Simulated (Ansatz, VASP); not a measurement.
**Pb: VASP beside Ansatz**

The input INCAR:

```
SYSTEM = Pb
ALGO = Normal
EDIFF = 1E-7
ENCUT = 520
ISIF = 2
ISMEAR = -1
LASPH = .TRUE.
LCHARG = .FALSE.
LREAL = .FALSE.
LWAVE = .FALSE.
NBANDS = 21
NELM = 80
PREC = Accurate
SIGMA = 0.08
```

File KPOINTS:

```
k-points
0
G
  10 10 10
  0 0 0
```

File POSCAR:

```
Pb
1.0
    0.0000000000      2.8778932316      2.8778932316
    2.8778932316      0.0000000000      2.8778932316
    2.8778932316      2.8778932316      0.0000000000
Pb
2
Direct
   -0.1250000000     -0.1250000000     -0.1250000000
    0.1250000000      0.1250000000      0.1250000000
```

Input for Ansatz:

```yaml
crystal:
  lattice:
    - [0.0, 2.8778932316, 2.8778932316]
    - [2.8778932316, 0.0, 2.8778932316]
    - [2.8778932316, 2.8778932316, 0.0]
  atoms:
    - { symbol: Pb, position: [-0.125, -0.125, -0.125] }
    - { symbol: Pb, position: [0.125, 0.125, 0.125] }
kpoints:
  mp_grid: { grid: [10, 10, 10] }
scf:
  occupations: { method: fermi_dirac, width: 0.08 }
hamiltonian:
  xc: lda
  pseudopotentials: { kind: all_electron, lapw: { basis_error: 0.001 } }
output:
  forces: true
  stress: true
  eigenvalues: true
  populations: true
```

Change from the starting cell: volume scaled by 0.6, LAPW.

Alike in both runs: task single point; functional LDA; k mesh 10 × 10 × 10; occupations fermi-dirac, width 0.08 eV; no spin polarisation.

```csv
,VASP,Ansatz
version,VASP 6.6.1,Ansatz 0.2.0
potentials or method,"VASP PAW LDA potentials, release 64 (Pb_d)","all-electron LAPW, scalar-relativistic"
plane-wave cutoff (eV),520,see its input
```

```tsv
	VASP	Ansatz	Ansatz less VASP
pressure (GPa)	60.8	60.2	-0.55
```

Ansatz ran all-electron here, so the differences hold the error of VASP's frozen core and of both bases.

Caveats: the cell as given lies far from equilibrium; so large a pressure means that the cell lies far from this level's equilibrium, or that cutoff or potentials fall short (VASP). Spin-orbit coupling is left out, which matters for the levels of Pb.
